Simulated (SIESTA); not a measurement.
Crystal: TiO2 (Anatase).

```
Ti O
1.0
    -1.89210    1.89210    4.75730
     1.89210   -1.89210    4.75730
     1.89210    1.89210   -4.75730
Ti O
2 4
Direct
  0.75000 0.25000 0.50000
  0.00000 0.00000 0.00000
  0.79190 0.79190 0.00000
  0.54190 0.04190 0.50000
  0.95810 0.45810 0.50000
  0.20810 0.20810 0.00000
```

```yaml
Program: SIESTA 5.4.2
Task: single point
Functional: PBE
Potentials_or_basis: PseudoDojo 0.4 standard (PBE files)
Basis: DZP (energy shift 0.003 Ry; two zetas on semicore shells)
Grid_cutoff: 800 Ry
Energy_shift: 0.003 Ry
k_mesh: 10 × 10 × 10
Occupations: fermi-dirac, width 0.05 eV
Spin: no spin polarisation
```

On this cell: pressure 9.1 GPa; largest force 0.201 eV/Å; band gap on the k mesh 2.00 eV, indirect (least direct gap 2.32 eV).

The same run follows on a disturbed copy (atoms moved at random, drawn with an rms of 0.05 Å):

```
CELL_PARAMETERS angstrom
-1.89210 1.89210 4.75730
1.89210 -1.89210 4.75730
1.89210 1.89210 -4.75730
ATOMIC_POSITIONS crystal
Ti 0.74925 0.24974 0.49428
Ti 0.00300 0.99677 0.00022
O 0.78263 0.79509 0.99737
O 0.54145 0.03977 0.50117
O 0.95029 0.44987 0.47609
O 0.21551 0.20969 0.00559
```

Question: What does the disturbed cell give?

Answer: The energy moves by +6.7 meV/atom; pressure 8.1 GPa; largest force 0.874 eV/Å; band gap on the k mesh 1.93 eV, indirect (least direct gap 2.29 eV).

Forces on the atoms (eV/Å):
```
Ti   0.081  0.094 -0.336
Ti  -0.121  0.012  0.267
O   -0.667  0.223  0.117
O   -0.148 -0.070  0.170
O    0.817  0.179 -0.252
O    0.039 -0.439  0.033
```

Stress tensor (GPa, compression positive):
```
10.36 -0.03  1.19
-0.03  7.26 -0.12
 1.19 -0.12  6.81
```

Caveats: the basis of atomic orbitals isn't converged, which shifts pressures, moduli and gaps.

A k mesh can miss the band edges.
